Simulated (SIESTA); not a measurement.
HgTe (Coloradoite):

```
CELL_PARAMETERS angstrom
0.00000 3.21450 3.21450
3.21450 0.00000 3.21450
3.21450 3.21450 0.00000
ATOMIC_POSITIONS crystal
Hg 0.00000 0.00000 0.00000
Te 0.75000 0.75000 0.75000
```

Base run:

| Property | Result |
| --- | --- |
| Program | SIESTA 5.4.2 |
| Functional | PBE |
| Potentials or basis | PseudoDojo 0.4 standard (PBE files) |
| Basis | SZP (energy shift 0.002 Ry) |
| Grid cutoff | 800 Ry |
| Energy shift | 0.002 Ry |
| k mesh | 7 × 7 × 7 |
| Occupations | fermi-dirac, width 0.05 eV |
| Spin | no spin polarisation |

Its results: band gap on the k mesh 1.51 eV, indirect (least direct gap 2.49 eV); pressure -1.1 GPa.

After a change of settings the same cell gave: band gap on the k mesh 1.64 eV, indirect (least direct gap 2.64 eV); pressure -4.6 GPa. Which change was it?
A. basis from SZP (energy shift 0.002 Ry) to SZP (energy shift 0.005 Ry); energy shift from 0.002 Ry to 0.005 Ry
B. functional from PBE to VV10; basis from SZP (energy shift 0.002 Ry) to DZP (energy shift 0.002 Ry)
C. basis from SZP (energy shift 0.002 Ry) to DZP (energy shift 0.002 Ry)
D. functional from PBE to PBEJsJrLO; basis from SZP (energy shift 0.002 Ry) to DZP (energy shift 0.002 Ry)

A.

Caveats: short orbitals over semicore shells can move pressures by several GPa; the valence orbitals were made in a potential fitted to the semicore shell under them, which widens gaps by tenths of an eV or more; spin-orbit coupling is left out, which moves the levels of the heavy elements; the mesh misses the band edges, which the band path finds closer together; the basis of atomic orbitals isn't converged, which shifts pressures, moduli and gaps.
